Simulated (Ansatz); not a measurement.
# PbS (Fm-3m) at 2 levels of theory

One geometry, relaxed with PBE; plane waves with PAW potentials in Ansatz, scalar-relativistic unless the row names spin-orbit coupling. No spin polarisation but for the spin–orbit row. Gaps are the least over mesh and band path; pressure is positive in compression.

```yaml
crystal:
  lattice:
    - [0.00000, 3.00495, 3.00495]
    - [3.00495, 0.00000, 3.00495]
    - [3.00495, 3.00495, 0.00000]
  atoms:
    - { symbol: Pb, position: [0.00000, 0.00000, 0.00000] }
    - { symbol: S, position: [0.50000, 0.50000, 0.50000] }
```

```json
{"level": "PBE", "cutoff (eV)": "420", "k mesh": "10×10×10", "gap (eV)": "0.49", "pressure (GPa)": "0.0"}
```

Task: What comes out on the same cell with PBE with spin-orbit coupling?

Result:
```
                       level  cutoff (eV)    k mesh  gap (eV)  pressure (GPa)
PBE with spin-orbit coupling          420  10×10×10      0.04            -0.3
```

Spin-orbit coupling matters for the bands of heavy elements and enters only rows that name it.

The cell was relaxed from a distorted copy of a database structure.
